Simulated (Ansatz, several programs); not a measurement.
RbBr built on the rocksalt prototype, relaxed with PBE in Ansatz (plane waves, PAW): space group Fm-3m (No. 225), cubic; a = 7.017 Å in the conventional setting, 43.20 Å³ an atom. Around Rb lie 6 Br at 3.51 Å; around Br lie 6 Rb at 3.51 Å. The cell was then scaled with its shape and fractional coordinates held. Spin-unpolarised throughout; all numbers are computed.

```tsv
V (Å³/atom)	E (meV/atom)
40.605	6.54
43.197	0.00
44.493	1.34
45.789	5.09
```

**Question.** Pass a cubic E = c₀ + c₁u + c₂u² + c₃u³, with u = V − 43.521 Å³, through these points.

**Answer.** c₀ = 0.08, c₁ = +0.525, c₂ = 0.829, c₃ = -0.0381 (meV and Å³).

**Question.** Where is the minimum, and what bulk modulus follows?

**Answer.** dE/du = 0 at u = -0.310, so V₀ = 43.21 Å³. B = V₀ d²E/dV² = 43.21 × (2c₂ + 6c₃u) = 43.21 × 1.728 = 75 meV/Å³, and 1 meV/Å³ is 0.16022 GPa: 12 GPa. A third-order Birch-Murnaghan fit to all five points gives 43.20 Å³ and 12 GPa.

**Question.** Predict the energy and the pressure at the withheld volume, 41.901 Å³.

**Answer.** With u = -1.620: E ≈ 1.57 meV and P = −dE/dV ≈ +0.39 GPa. The run gives 1.55 meV and, from its stress, +0.39 GPa.
